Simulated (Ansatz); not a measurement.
**NbP (CsCl type): how the settings move a single-point run**

Question: which choices in the input matter for NbP (CsCl type)?

Method: reference: DFT, PBE, PAW with Ansatz's default frozen-core files, scalar-relativistic, in Ansatz 0.2.0.

2 further runs of the same task are left out: 2 that didn't finish.

### 1 The starting structure

Symmetry: Pm-3m, No. 221, cubic system. Conventional cell: a = 2.946 Å, b = 2.946 Å, c = 2.946 Å, α = 90.00°, β = 90.00°, γ = 90.00°. Nb (site symmetry m-3m) has 8 P at 2.55 Å as nearest neighbours. P (site symmetry m-3m) has 8 Nb at 2.55 Å as nearest neighbours.

Coordinates:

```cif
data_structure
_symmetry_space_group_name_H-M 'P 1'
_symmetry_Int_Tables_number 1
_cell_length_a 2.9460
_cell_length_b 2.9460
_cell_length_c 2.9460
_cell_angle_alpha 90.000
_cell_angle_beta 90.000
_cell_angle_gamma 90.000
_cell_volume 25.57
loop_
_atom_site_label
_atom_site_type_symbol
_atom_site_fract_x
_atom_site_fract_y
_atom_site_fract_z
_atom_site_occupancy
Nb1 Nb 0.00000 0.00000 0.00000 1
P1 P 0.50000 0.50000 0.50000 1
```

### 2 Reference

File input.yaml:

```yaml
crystal:
  lattice:
    - [2.9460357136, 0.0, 0.0]
    - [0.0, 2.9460357136, 0.0]
    - [0.0, 0.0, 2.9460357136]
  atoms:
    - { symbol: Nb, position: [0.0, 0.0, 0.0] }
    - { symbol: P, position: [0.5, 0.5, 0.5] }
kpoints:
  mp_grid: { grid: [13, 13, 13] }
scf:
  occupations: { method: fermi_dirac, width: 0.1 }
hamiltonian:
  xc: pbe
  pseudopotentials: { kind: paw }
output:
  forces: true
  stress: true
  eigenvalues: true
  populations: true
```

Started as:

```
$ ansatz run input.yaml --threads 1 --pin off --max-ram 2048MiB --backend cpu --events-out ev --progress --plain --runs-dir out
```

### 3 Variant: mp_grid.grid [16, 16, 16], scf.algorithm direct_min

input.yaml: that of step 2 with these lines changed.

```diff
@@ -9,5 +9,6 @@
 kpoints:
-  mp_grid: { grid: [13, 13, 13] }
+  mp_grid: { grid: [16, 16, 16] }
 scf:
   occupations: { method: fermi_dirac, width: 0.1 }
+  algorithm: direct_min
 hamiltonian:
```

Before running it: what results should come out? Wanted: for each run, ending; energy change; pressure; gap; force.

As calculated:

```tsv
run	ending	energy change	pressure (GPa)	gap (eV)	force (eV/Å)	cycles	time
reference	converged	0	43.8	0.00	0.00	6	3.1 s
1: mp_grid.grid [16, 16, 16], scf.algorithm direct_min	converged	-0.9 meV/atom	43.9	0.00	0.00	4	11 s
```

Residual by cycle in the longest SCF loop of each run; runs are numbered as in the table. The quantity is the density residual dr2, in eV.

```tsv
cycle	reference	run 1
1	0.0208	0.0211
2	0.0112	0.00301
3	5.0e-5	3.3e-6
4	2.1e-7	4.4e-9
5	7.8e-9	-
6	1.7e-10	-
```

**Reading.** Changing the k-point mesh and solver moves the energy by -0.9 meV/atom. The energy is not variational in the mesh, so the sign tells nothing. Cost: 4 SCF cycles against 6, 11 s against 3.1 s. The structure is not at rest: the sound run finds 44 GPa, so these are no properties of the relaxed crystal. 
